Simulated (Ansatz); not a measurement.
# Zr2NS2 MXene monolayer in a perpendicular field, part 2 of 2

Wanted: the out-of-plane response of the Zr2NS2 MXene monolayer. A positive field points along +c.

Ansatz 0.2.0; plane-wave DFT, PBE-D3(BJ), Ansatz PAW (set soft_1); PAW set soft_1.

So far. Step 2 (Relaxation): The lattice constant a goes from 3.217 to 3.409 Å.

## Step 3: Single point, field 0

A sawtooth potential applies the field, turning back in the middle of the vacuum. With the dipole correction the typed value is the field outside the slab. The induced dipole is small, so the SCF threshold is tight.

The cell differs from the one that the last finished run ended in (c 43.448 → 23.724 Å).

Contents of input.yaml:

```yaml
crystal:
  lattice:
    - [3.4092282109, 0.0, 0.0]
    - [-1.7046141054, 2.9524782379, 0.0]
    - [0.0, 0.0, 23.7241583098]
  atoms:
    - { symbol: S, position: [0.3333333333, 0.6666666667, 0.3793601392] }
    - { symbol: Zr, position: [0.6666666667, 0.3333333333, 0.4457704895] }
    - { symbol: "N", position: [0.0, 0.0, 0.5] }
    - { symbol: Zr, position: [0.3333333333, 0.6666666667, 0.5542295105] }
    - { symbol: S, position: [0.6666666667, 0.3333333333, 0.6206398608] }
kpoints:
  mp_grid: { grid: [18, 18, 1] }
  band_path:
    path: [[0, 0, 0], [0.5, 0, 0], [0.33333333, 0.33333333, 0], [0, 0, 0]]
    npoints: 16
hamiltonian:
  xc: pbe
  dispersion: d3bj
  pseudopotentials: { kind: paw, azcp: { folder: soft_1 } }
scf:
  occupations: { method: fermi_dirac, width: 0.02585 }
  convergence: { dr2_threshold: 1.0e-10 }
efield:
  axis: 3
  dipole_correction: true
  ramp_position: 0.97
  ramp_width: 0.06
  amplitude: 0
output:
  dos: { projected: true, e_range: [-6, 5] }
  write_potential: true
  write_density: true
  volumetric_format: npy
  elf: true
```

Started as:

```console
ansatz run input.yaml --threads 2 --pin off --max-ram 3072MiB --backend cpu --events-out ev --progress --plain --runs-dir out
```

Numbers of over 12 decimals in the logs are rounded to 6 here.

Output:

```text
[...]
Crystal: 5 atoms, lattice volume = 238.800 Å³
Basis set: ecut = 420 eV, 4687 PW (Γ)
Bands: 26, of which v1, the nominal top of the filled ones, is band 21 counted from 1 (20 counted from 0)
Symmetry: 6 space group operations
k-points: 37 of 324 (time reversal used)
[...]
SCF iter   1: F=—  HF=-10567.919160 eV  |F-HF|=—  |Δ(HF+E_count)|=         —  Δρ=5.55e-2  dr2=1.10e1  ethr=3.10e-3  p=0.000 e·Å  D=8.18e-15 V/Å  ΔV_dip=-0.00 eV  dr2_dipole=3.39e-10  V_vac-E_F(+/−)=7.57/7.57 eV  ⟨swp⟩=9.5  Hψ=5905  notcnv=0
efield: sawtooth ramp at fractional position 0.9700 (set: `efield.ramp_position`, or a place that a band, a saddle search or an elastic batch's reference lends), width 0.0600; the density the first Hamiltonian is built on has a dipole p = 0.000 e·Å; the dipole correction subtracts the counter field D = 8.18e-15 V/Å, which shifts the + side's vacuum level by -0.00 eV against the − side's; the planar-averaged density in the ramp window peaks in size at 1.2e-6 e/Å³
[...]
SCF iter   2: F=—  HF=-10569.092760 eV  |F-HF|=—  |Δ(HF+E_count)|=    1.17e0  Δρ=8.06e-2  dr2=1.95e1  ethr=3.10e-3  p=-0.000 e·Å  D=-1.09e-5 V/Å  ΔV_dip=0.00 eV  dr2_dipole=1.46e-9  V_vac-E_F(+/−)=4.50/4.50 eV  ⟨swp⟩=5.1  Hψ=3015  notcnv=0  defer=36
[...]
SCF iter  11: F=-10565.184354 eV  HF=-10565.184354 eV  |F-HF|=1.15e-10  |Δ(HF+E_count)|=   4.89e-9  Δρ=1.11e-7  dr2=1.71e-11  ethr=1.00e-12  p=0.000 e·Å  D=2.62e-8 V/Å  ΔV_dip=-0.00 eV  dr2_dipole=6.18e-14  V_vac-E_F(+/−)=5.79/5.79 eV  ⟨swp⟩=12.9  Hψ=4145  notcnv=0
SCF 1 converged in 11 iterations: F = -10565.184354 eV  dr2 = 1.71e-11
[...]
NSCF: frozen V_eff on 49 k-points
efield: sawtooth ramp at fractional position 0.9700 (kept from the solve that this one continues, or follows in the run), width 0.0600; the density the first Hamiltonian is built on has a dipole p = 0.000 e·Å; the dipole correction subtracts the counter field D = 2.62e-8 V/Å, which shifts the + side's vacuum level by -0.00 eV against the − side's; the planar-averaged density in the ramp window peaks in size at 1.4e-6 e/Å³
[...]
SCF converged after 11 iterations
Free energy (F): -10565.184354 eV
[...]
Internal energy: -10565.178980 eV  (E = F + TS)
E sigma→0 (E₀):  -10565.181667 eV
Entropy (-TS):   -0.005374 eV (-1.075 meV/atom)
Fermi energy:    0.305688 eV
Dipole field:    D = -0.000000 V/Å  (p = -0.000000 e·Å, saw-weighted, corrected)
Work function:   Φ+ = 5.7939 eV   Φ− = 5.7939 eV
Levels:          The Fermi level and band energies are counted from a zero that moves with the ramp; work functions are not
[...]
--- Band table (eV; the first three rows and the last of 37) ---
  k-point 0: bands = [... 17 lower, -1.4404, -0.3122, -0.3122, 0.8117, 0.8117, 1.2352, 2.2499, 2.6330, ... 1 higher]
  k-point 1: bands = [... 17 lower, -1.1442, -0.6117, -0.4551, 0.8219, 0.9710, 1.2882, 2.3463, 2.5993, ... 1 higher]
  k-point 2: bands = [... 17 lower, -1.2328, -0.9863, -0.7184, 0.6257, 1.2801, 1.4989, 2.4513, 2.7108, ... 1 higher]
  k-point 36: bands = [... 17 lower, -2.5790, -2.3623, -2.3623, 1.7257, 1.7257, 2.1925, 3.7511, 3.7511, ... 1 higher]
```

Wall time 40 s (2 threads of Arm Neoverse N1, shared host); peak memory 0.57 GiB; 79 s of CPU time.

Numbers from this step:

- energy at zero smearing: -10565.1817 eV
- work function, upper face: 5.794 eV
- dipole along the normal: -3.69e-7 e·Å

Running mean over a fixed 2.5 Å (it still follows the layers) of the planar mean; the ramp of the sawtooth is left out. Electron's electrostatic potential energy less the Fermi level against z:

```tsv
z (Å)	electron's electrostatic potential energy less the Fermi level (eV)
3.0	5.79
3.5	5.79
4.0	5.79
4.5	5.79
5.0	5.79
5.5	5.79
6.0	5.77
6.5	5.69
7.0	5.26
7.5	3.63
8.0	1.19
8.5	-1.20
9.0	-4.19
9.5	-7.90
10.0	-9.81
10.5	-9.99
11.0	-10.2
11.5	-10.2
12.0	-10.1
12.5	-10.2
13.0	-10.0
13.5	-9.96
14.0	-9.09
14.5	-5.89
15.0	-2.37
15.5	0.0813
16.0	2.58
16.5	4.71
17.0	5.58
17.5	5.75
18.0	5.79
18.5	5.79
19.0	5.79
19.5	5.79
20.0	5.79
20.5	5.79
```

The density of states has structure finer than the step of the table below, so its rows give means over 0.2 eV, whole bins alone (the curve runs from -6 to 1.99 eV). Peaks (eV: height): -4.68: 13.7, -4.40: 25.1, -3.68: 10.9, -2.94: 7.38, -2.83: 7.13, -1.95: 7.57, -1.75: 7.59.

Density of states against energy, zero at the Fermi level; means over each step:

energy (eV), density of states (states/eV a cell) and a bar:
```
     -5.8        1.6 ###
     -5.6        2.1 #####
     -5.4        3.0 #########
     -5.2        2.3 ######
     -5.0        1.9 ####
     -4.8        4.5 ##############
     -4.6        4.1 #############
     -4.4        8.6 ##############################
     -4.2        1.3 ##
     -4.0        4.3 ##############
     -3.8        5.1 #################
     -3.6        4.5 ##############
     -3.4        1.3 ##
     -3.2        1.6 ###
     -3.0        5.5 ##################
     -2.8        3.9 ############
     -2.6        4.2 #############
     -2.4        5.0 ################
     -2.2        4.5 ##############
     -2.0        6.4 ######################
     -1.8        5.2 #################
     -1.6        3.3 ##########
     -1.4        2.3 ######
     -1.2        0.8 
     -1.0        0.8 
     -0.8        1.1 #
     -0.6        1.0 #
     -0.4        1.1 #
     -0.2        1.1 #
      0.0        1.2 ##
      0.2        1.5 ###
      0.4        1.6 ###
      0.6        1.3 ##
      0.8        1.4 ##
      1.0        1.5 ###
      1.2        1.5 ###
      1.4        1.4 ##
      1.6        2.1 #####
      1.8        2.8 ########
```

Projected DOS per atom over height of the atomic layer and energy from the Fermi level. Layers: S Zr N Zr S from below.

Ten even steps from '_' (0.06 states/eV) to '@' (3.33 states/eV), each cell a mean:
```
__::__::__
__..__..__
__..__..__
__..__..__
__..__..__
__..__..__
__________
__________
__________
::______::
++......++
++..__..++
==..__..==
==..__..==
..______..
==......==
::......::
__::@@::__
..::**::..
____::____
__..--..__
____..____
```
Columns: height of the atomic layer (Å) from 9 to 14.7 (not evenly spaced); rows upwards: energy from the Fermi level (eV) from -5.96 to 1.96.

Electronic bands along the path, in eV, zero at the Fermi level:

```tsv
point	band 17	band 18	band 19	band 20	band 21	band 22	band 23	band 24
Γ	-1.75	-1.75	-0.62	-0.62	0.51	0.51	0.93	1.94
halfway	-2.47	-1.91	-1.76	-1.41	-0.45	1.77	1.79	2.05
M	-3.12	-2.10	-2.02	-1.50	-1.03	1.59	3.18	3.19
halfway	-3.09	-2.72	-2.39	-2.10	-0.03	2.32	2.54	2.57
K	-2.88	-2.88	-2.67	-2.67	1.42	1.42	1.89	3.45
halfway	-2.42	-2.38	-2.02	-1.75	0.41	0.67	2.51	2.73
Γ	-1.75	-1.75	-0.62	-0.62	0.51	0.51	0.93	1.94
```

Valence density in the ca plane at fractional y = 0.333, with atoms of Zr and S within 0.2 Å of it. It is the smooth field of the valence electrons, not physical close to the nuclei.

Ten steps, logarithmic in the rise over the least value, from '0' (0.0 e/Å³) to '9' (4.1 e/Å³), each cell a mean:
```
00000000000000000123444676543333455665320000
00000000000000000012346899753333456776531000
00000000000000000012247999853223467557631000
00000000000000000012247999853223467667531000
00000000000000000122345788643333456766421000
00000000000000000124444455444444445554310000
00000000000000001234554333445455543332100000
00000000000000001235554333445555543322100000
00000000000000000234554444444444444443210000
```
Columns run along c (16.0 Å, from fractional 0.08 to 0.75 of the cell), rows up along a (3.4 Å). Atoms in or near the plane, at fractional coordinates: Zr at (0.45, 0.67), S at (0.62, 0.67).

Electrostatic potential energy in the ca plane at fractional y = 0.333, with atoms of Zr and S within 0.2 Å of it. With pseudopotentials it is smooth inside the atoms' cores, unlike the true potential.

Ten even steps from '0' (-43 eV) to '9' (6 eV), each cell a mean:
```
99999999999999999874236888888876679999999999
99999999999999999730002688888740037999999999
99999999999999998710000588998611206999999999
99999999999999998720001688888720117999999999
99999999999999999851014788888863258999999999
99999999999999998886567888777888889999999999
99999999999999988888888888766789999999999999
99999999999999988888888887656789999999999999
99999999999999988888778888767788999999999999
```
Columns run along c (16.0 Å, from fractional 0.14 to 0.81 of the cell; values clipped at the 3rd and 97th percentile), rows up along a (3.4 Å). Atoms in or near the plane, at fractional coordinates: Zr at (0.45, 0.67), S at (0.62, 0.67).

ELF in the ca plane at fractional y = 0.333, with atoms of Zr and S within 0.2 Å of it. It is the smooth field of the valence electrons, not physical close to the nuclei.

Values, 5 rows by 16 columns, each cell a mean:
```
0.00 0.00 0.00 0.00 0.07 0.33 0.32 0.62 0.27 0.17 0.44 0.75 0.82 0.35 0.02 0.00
0.00 0.00 0.00 0.00 0.01 0.07 0.36 0.50 0.40 0.22 0.63 0.23 0.84 0.52 0.05 0.00
0.00 0.00 0.00 0.00 0.06 0.31 0.32 0.64 0.28 0.17 0.46 0.73 0.82 0.36 0.02 0.00
0.00 0.00 0.00 0.02 0.31 0.73 0.61 0.17 0.44 0.22 0.19 0.43 0.29 0.05 0.00 0.00
0.00 0.00 0.00 0.02 0.33 0.74 0.63 0.17 0.46 0.22 0.19 0.39 0.25 0.04 0.00 0.00
```
Columns run along c (16.0 Å, from fractional 0.14 to 0.81 of the cell), rows up along a (3.4 Å). Atoms in or near the plane, at fractional coordinates: Zr at (0.45, 0.67), S at (0.62, 0.67).

The work function of the upper face is 5.79 eV.

## Step 4: Atoms held, field 0.1 V/Å

input.yaml: that of step 3 with these lines changed.

```diff
@@ -26,7 +26,6 @@
   dipole_correction: true
-  ramp_position: 0.97
-  ramp_width: 0.06
-  amplitude: 0
+  ramp_position: 0.9473
+  ramp_width: 0.1054
+  amplitude: 0.1
 output:
-  dos: { projected: true, e_range: [-6, 5] }
   write_potential: true
@@ -34,2 +33 @@
   volumetric_format: npy
-  elf: true
```

Output:

```text
[...]
Crystal: 5 atoms, lattice volume = 238.800 Å³
Basis set: ecut = 420 eV, 4687 PW (Γ)
Bands: 26, of which v1, the nominal top of the filled ones, is band 21 counted from 1 (20 counted from 0)
Symmetry: 6 space group operations
k-points: 37 of 324 (time reversal used)
[...]
k-point 0: bands = [... 17 lower, -1.4408, -0.3124, -0.3124, 0.8114, 0.8114, 1.2348, 2.2495, 2.6327, ... 1 higher]
  k-point 1: bands = [... 17 lower, -1.1446, -0.6118, -0.4553, 0.8216, 0.9707, 1.2878, 2.3459, 2.5990, ... 1 higher]
  k-point 2: bands = [... 17 lower, -1.2334, -0.9863, -0.7186, 0.6254, 1.2798, 1.4985, 2.4509, 2.7106, ... 1 higher]
  k-point 36: bands = [... 17 lower, -2.5661, -2.3795, -2.3454, 1.7228, 1.7280, 2.1921, 3.7508, 3.7508, ... 1 higher]
[key lines of the parts left out:]
SCF converged after 12 iterations
Free energy (F): -10565.186434 eV
Fermi energy:    0.305388 eV
Dipole field:    D = 0.031534 V/Å  (p = 0.041615 e·Å, saw-weighted, corrected)
```

Wall time 40 s (2 threads); peak memory 0.54 GiB.

The dipole is 0.0416 e·Å.

## Step 5: Single point, field -0.1 V/Å

input.yaml: that of step 4 with these lines changed.

```diff
@@ -28,3 +28,3 @@
   ramp_width: 0.1054
-  amplitude: 0.1
+  amplitude: -0.1
 output:
```

Output:

```text
[...]
Crystal: 5 atoms, lattice volume = 238.800 Å³
Basis set: ecut = 420 eV, 4687 PW (Γ)
Bands: 26, of which v1, the nominal top of the filled ones, is band 21 counted from 1 (20 counted from 0)
Symmetry: 6 space group operations
k-points: 37 of 324 (time reversal used)
[...]
k-point 0: bands = [... 17 lower, -1.4408, -0.3124, -0.3124, 0.8114, 0.8114, 1.2348, 2.2495, 2.6327, ... 1 higher]
  k-point 1: bands = [... 17 lower, -1.1446, -0.6118, -0.4553, 0.8216, 0.9707, 1.2878, 2.3459, 2.5990, ... 1 higher]
  k-point 2: bands = [... 17 lower, -1.2334, -0.9863, -0.7186, 0.6254, 1.2798, 1.4985, 2.4509, 2.7106, ... 1 higher]
  k-point 36: bands = [... 17 lower, -2.5661, -2.3795, -2.3454, 1.7228, 1.7280, 2.1921, 3.7508, 3.7508, ... 1 higher]
[key lines of the parts left out:]
SCF converged after 12 iterations
Free energy (F): -10565.186434 eV
Fermi energy:    0.305388 eV
Dipole field:    D = -0.031534 V/Å  (p = -0.041614 e·Å, saw-weighted, corrected)
```

The job ended after 41 s (2 threads; peak memory 0.55 GiB; 80 s of CPU time).

The dipole is -0.0416 e·Å.

## Step 6: Response, atoms held

This step: plane-wave DFT, PBE-D3(BJ), Ansatz PAW (set soft_1); response to a field along the normal, atoms held; PAW set soft_1 (Ansatz 0.2.0).

The dipoles give the slope, and the difference of two potentials shows where the field is screened.

Numbers from this step:

```yaml
equivalent_conductor_thickness_p_eps_0ae: 7.481 Å
distance_between_the_outer_atoms: 5.724 Å
```

Dipole of the cell against applied field:

```tsv
applied field (V/Å)	dipole of the cell (e·Å)
-0.1000	-0.0416
0.0000	-3.7e-7
0.1000	0.0416
```

Local field over the applied field, running mean. From the potentials at -0.1 and 0.1 V/Å; running mean over 2.5 Å. Local field over applied field against z:

```tsv
z (Å)	local field over applied field
4.00	1.000
4.45	0.999
4.89	0.998
5.34	0.995
5.63	0.991
6.08	0.974
6.52	0.934
6.97	0.851
7.41	0.719
7.86	0.563
8.30	0.401
8.75	0.248
9.04	0.166
9.49	0.0856
9.93	0.0541
10.38	0.0437
10.82	0.0434
11.27	0.0489
11.71	0.0518
12.01	0.0518
12.46	0.0489
12.90	0.0434
13.34	0.0437
13.79	0.0541
14.23	0.0856
14.68	0.166
14.98	0.248
15.42	0.401
15.87	0.563
16.31	0.719
16.76	0.851
17.20	0.934
17.64	0.974
18.09	0.991
18.39	0.995
18.83	0.998
19.28	0.999
19.72	1.000
```

The induced electron density oscillates, so the rows of the table below give means over windows of 1 Å about each position, cut where the curve ends. Its maxima inside the range that stand out by 2 % of the span (Å: e/Å³ per V/Å): 8.2: 0.00385, 11.3: 3.6e-4, 12.0: 7.8e-5, 13.6: 6.6e-4. Its minima: 10.1: -6.6e-4, 11.7: -7.8e-5, 12.5: -3.6e-4, 15.6: -0.00385.

Electrons, planar mean, per unit field. The induced electron density by z; means over each step:

z (Å), induced electron density (e/Å³ per V/Å) and a bar from the least value:
```
        5    0.00001 ##############
        6    0.00011 ###############
        7    0.00098 ###################
        8    0.00323 ##############################
        9    0.00108 ###################
       10   -0.00026 #############
       11    0.00016 ###############
       12   -0.00007 ##############
       13    0.00003 ##############
       14   -0.00005 ##############
       15   -0.00177 #####
       16   -0.00281 
       17   -0.00057 ###########
       18   -0.00006 ##############
       19   -0.00001 ##############
```

By hand: between -0.1 and 0.1 V/Å the dipole changes by 0.08323 e·Å, a slope of 0.4161 e·Å²/V. A perfect conductor of thickness t has p = ε₀AEt, so t = 180.95 × 0.4161 / 10.066 = 7.48 Å (e/ε₀ = 180.95 V·Å, A in Å²).

The induced dipole is that of a conductor 7.48 Å thick.

## Step 7: What came out

```json
{
  "gap without field": "none",
  "work function, upper face": "5.79 eV",
  "equivalent conductor thickness, atoms held": "7.48 Å"
}
```

**Reading.** The induced dipole equals that of a perfect conductor 7.48 Å thick, while the outer atoms lie 5.72 Å apart. There is no gap over 0.03 eV, with or without the field. The first relaxation ran with spin and lost its moment, and the later runs have none; other magnetic states were not tried. Spin-orbit coupling is left out. The MXene's terminations sit over the metal atoms of its far layer; the site over carbon or nitrogen, which some compounds prefer, was not run.

[Logs are printed without paths, hosts, clocks, repeated set-up lines and the standing remarks that a program may print on its own settings, such as how far it seeks lower states.]

[Hosts, paths, dates, database ids (printed as entryN), source tags and the programs' standing remarks are cut or masked in the printed files.]

[Maps of the electrostatic potential energy from Ansatz leave out the sawtooth potential of an applied field or a dipole correction, so their vacuum need not be flat; planar profiles and work functions include it.]

[The density of states shown here was stored with 400 of the rows of the run's finer table, so its peaks can read low, often by over a quarter, or be missed, and its means over a window can be off by a tenth or more.]
